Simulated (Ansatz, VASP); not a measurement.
# Two plane-wave programs on Si

```
Si
1.0
     0.00000    2.71673    2.71673
     2.71673    0.00000    2.71673
     2.71673    2.71673    0.00000
Si
2
Direct
  0.00000 0.00000 0.00000
  0.25000 0.25000 0.25000
```

The cell was built by a generator and needn't be a form met in nature.

Alike in both runs: task relaxation of cell and atoms; functional PBEsol; k mesh 12 × 12 × 12; occupations gaussian, width 0.02 eV; no spin polarisation.

```csv
,VASP,Ansatz
version,VASP 6.6.1,Ansatz 0.2.0
potentials or method,"VASP PAW PBE potentials, release 64 (Si)","scalar-relativistic, plane waves, PAW"
plane-wave cutoff (eV),600,420
valence electrons in the cell,8,8
```

Ansatz gave:

```
gap on the k mesh at the Fermi level, each at its own relaxed structure (eV) : 0.47
relaxed volume (Å³/atom)                                                     : 20.05
relaxed cell length with the largest relative difference (Å)                 : 3.842
```

Problem. Estimate VASP's values.

Solution. gap on the k mesh at the Fermi level, each at its own relaxed structure (eV): 0.46; relaxed volume (Å³/atom): 20.08; relaxed cell length with the largest relative difference (Å): 3.844.

Ansatz warned: «pseudo_functional_mismatch».

Caveats: the PAW data sets were made with another functional, which shifts forces and pressure a little (VASP). A hybrid or GW would open this gap; PBEsol tends to underestimate it. A k mesh can miss the band edges.
